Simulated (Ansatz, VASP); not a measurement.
# B (ladder B chain): VASP beside Ansatz, part 2 of 2

Wanted: the spread between two codes on one cell, functional and k mesh. The structure shown is the start of the Ansatz relaxation below; VASP solves that cell, so the two are compared at the walk's first step. Other levels of theory on this material are compared in a session of their own.

VASP 6.6.1 and Ansatz 0.2.0.

So far. Step 4 (Differences): The forces differ by 17 meV/Å r.m.s., which is 3.5 % of the r.m.s. force of 0.490 eV/Å (both taken over all components). Moments aren't recorded for both runs of this pair, so they may hold unlike magnetic states.

## Step 5: Ansatz: relaxation, r2SCAN

Level of this step: Ansatz beside VASP: Kohn-Sham DFT, plane waves, r2SCAN (Ansatz).

The two programs are compared at the cell with which this relaxation starts, whose forces are those of its first step.

The structure compared here is the start of the Ansatz relaxation; VASP solves that cell, so the two are compared at the walk's first step.

File input.yaml:

```yaml
crystal:
  lattice:
    - [9.0, 0.0, 0.0]
    - [0.0, 7.5, 0.0]
    - [0.0, 0.0, 1.64388]
  atoms:
    - { symbol: B, position: [0.421973333, 0.5, 0.0], spin: 0.3 }
    - { symbol: B, position: [0.578026667, 0.5, 0.5], spin: 0.3 }
magnetization:
  spin_polarized: true
kpoints:
  mp_grid: { grid: [1, 1, 49] }
scf:
  occupations: { method: fermi_dirac, width: 0.05 }
hamiltonian:
  xc: r2scan
relax:
  cell: { fix: [a, b, alpha, beta, gamma] }
  max_steps: 60
```

On the command line:

```
$ ansatz run input.yaml --threads 4 --pin off --max-ram 8192MiB --backend cpu --events-out ev --progress --plain --runs-dir out
```

Numbers of over 12 decimals in the logs are rounded to 6 here.

The program printed:

```text
[...]
Crystal: 2 atoms, lattice volume = 110.962 Å³
Basis set: ecut = 500 eV, 2743 PW (Γ), exchange–correlation on 288×240×48 points (64 copies of the dense FFT grid, shifted against one another)
Bands: 8, of which v1, the nominal top of the filled ones, is band 3 counted from 1 (2 counted from 0)
Symmetry: 8 space group operations
[...]
0.000000       0.037004       0.000000
        0.000000       0.000000      -0.000906
  P = ⅓ Tr σ = 0.0009 GPa (0.009 kbar)
--- Relaxed structure (5 steps of the walk, 5 accepted, 1 SCFs on fresh bases) ---
[...]
cell:  # Å, volume = 108.1791 Å³
    - [9.0, 0.0, 0.0]
    - [0.0, 7.5, 0.0]
    - [0.0, 0.0, 1.602654]
  atoms:
    - { symbol: B, position: [0.417400, 0.5, 0.0] }
    - { symbol: B, position: [0.582600, 0.5, 0.500000] }
[key lines of the parts left out:]
SCF converged after 4 iterations
Magnetization: 0.0000 μB (3.0000 up, 3.0000 down)
Free energy (F): -311.749567 eV
Fermi energy:    -3.416558 eV
```

## Step 6: VASP: single point, r2SCAN, start cell

The same cell, functional, mesh and smearing now go to VASP, with its own data sets.

File INCAR:

```
SYSTEM = B
PREC = Accurate
ENCUT = 460
EDIFF = 1E-06
NELM = 200
ISMEAR = -1
SIGMA = 0.05
LREAL = .FALSE.
ALGO = Normal
METAGGA = R2SCAN
LASPH = .TRUE.
NBANDS = 10
ISPIN = 2
MAGMOM = 0 0
LORBIT = 11
LWAVE = .FALSE.
LCHARG = .FALSE.
ISIF = 2
GGA_COMPAT = .FALSE.
LMIXTAU = .TRUE.
```

File POSCAR:

```
B
1.0
    9.0000000000      0.0000000000      0.0000000000
    0.0000000000      7.5000000000      0.0000000000
    0.0000000000      0.0000000000      1.6438800000
B
2
Direct
    0.4219733333      0.5000000000      0.0000000000
    0.5780266667      0.5000000000      0.5000000000
```

File KPOINTS:

```
Automatic mesh
0
Gamma
1 1 49
0 0 0
```

PAW data sets: B (PBE family, release 64).

On the command line:

```
$ mpirun -np 1 vasp_std
```

The program printed:

```text
[banner, memory and clock lines left out]
running    1 mpi-ranks, on    1 nodes
[...]
|                                                                             |
|               ----> ADVICE to this user running VASP <----                  |
|                                                                             |
|     You enforced a specific xc type in the INCAR file but a different       |
|     [... a line on the potential file left out ...]
|     I HOPE YOU KNOW WHAT YOU ARE DOING!                                     |
|                                                                             |

 LDA part: xc-table for (None), standard interpolation
 POSCAR, INCAR and KPOINTS ok, starting setup
[...]
entering main loop
       N       E                     dE             d eps       ncg     rms          rms(c)
DAV:   1     0.186391520823E+02    0.18639E+02   -0.24811E+03  1008   0.390E+02
DAV:   2    -0.146900963003E+02   -0.33329E+02   -0.29917E+02  1508   0.826E+01
DAV:   3    -0.157667033477E+02   -0.10766E+01   -0.10719E+01  1312   0.185E+01
DAV:   4    -0.157744604780E+02   -0.77571E-02   -0.77562E-02  1430   0.165E+00
[...]
DAV:  28    -0.132583849349E+02   -0.90870E-05   -0.26583E-06  1016   0.138E-02    0.171E-03
DAV:  29    -0.132583873586E+02   -0.24237E-05   -0.50655E-07  1014   0.702E-03    0.139E-03
DAV:  30    -0.132583882161E+02   -0.85746E-06   -0.42619E-07  1018   0.549E-03
   1 F= -.13258388E+02 E0= -.13256211E+02  d E =-.435344E-02  mag=     0.0000
```

From OUTCAR (step 6):

```text
  Total        1.8272671      0.0121497     -2.4194784      0.0000000      0.0000000      0.0000000
  in kB       26.3838846      0.1754289    -34.9348149      0.0000000      0.0000000      0.0000000
  external PRESSURE =      -2.7918338 kB  Pullay stress =       0.0000000 kB

 POSITION                                       TOTAL-FORCE (eV/Angst)
 -----------------------------------------------------------------------------------
      3.79776      3.75000      0.00000        -1.326958      0.000000      0.000000
      5.20224      3.75000      0.82194         1.326958      0.000000      0.000000
 -----------------------------------------------------------------------------------
    total drift:                                0.000000     -0.000000     -0.000000

  FREE ENERGIE OF THE ION-ELECTRON SYSTEM (eV)
  ---------------------------------------------------
  free  energy   TOTEN  =       -13.2583882161 eV

  energy  without entropy=      -13.2540347755  energy(sigma->0) =      -13.25621150

 magnetization (x)
# of ion       s       p       d       tot
------------------------------------------
    1       -0.000   0.000   0.000   0.000
    2       -0.000   0.000   0.000   0.000
--------------------------------------------------
tot         -0.000   0.000   0.000   0.000

[... 1 part as in an earlier step ...]

[... 2 further parts left out ...]
[key lines of the parts left out:]
E-fermi :  -3.7772
```

## Step 7: Comparison

What differs besides the data sets and the points named for the pairs above, as far as they apply: VASP keeps PBE cores, Ansatz makes them for the functional; the cutoff is 500 eV in Ansatz and 460 eV in VASP. Total energies have different zeros and are not compared.

Forces (eV/Å; atoms numbered as in POSCAR):

```
atom        Ansatz x, y, z          VASP x, y, z
  B1  -1.265, 0.000, 0.000  -1.327, 0.000, 0.000
  B2   1.265, 0.000, 0.000   1.327, 0.000, 0.000
```

The forces differ by 36 meV/Å r.m.s., which is 4.6 % of the r.m.s. force of 0.766 eV/Å (both taken over all components). Moments aren't recorded for both runs of this pair, so they may hold unlike magnetic states.

## Step 8: What came out

```json
{"r.m.s. force difference (single point, LDA, start cell)": "3.5 % of the r.m.s. force", "r.m.s. force difference (single point, r2SCAN, start cell)": "4.6 % of the r.m.s. force"}
```

In words: The r.m.s. force difference is 4.6 % of the r.m.s. force (single point, r2SCAN, start cell), beyond the 3 % picked in this series as the mark of a large difference. What causes the difference of the single point, LDA, start cell pair stays open here. What causes the difference of the single point, r2SCAN, start cell pair stays open here. 8 further runs of this series are not shown here. How closely two codes agree says nothing of how well the functional describes the real material.

[Lines on the potential files, build, host, timing and source positions are cut from VASP's logs without a mark.]

[Logs are printed without paths, hosts, clocks, repeated set-up lines and the standing remarks that a program may print on its own settings, such as how far it seeks lower states.]

[Hosts, paths, dates, database ids (printed as entryN), source tags and the programs' standing remarks are cut or masked in the printed files.]
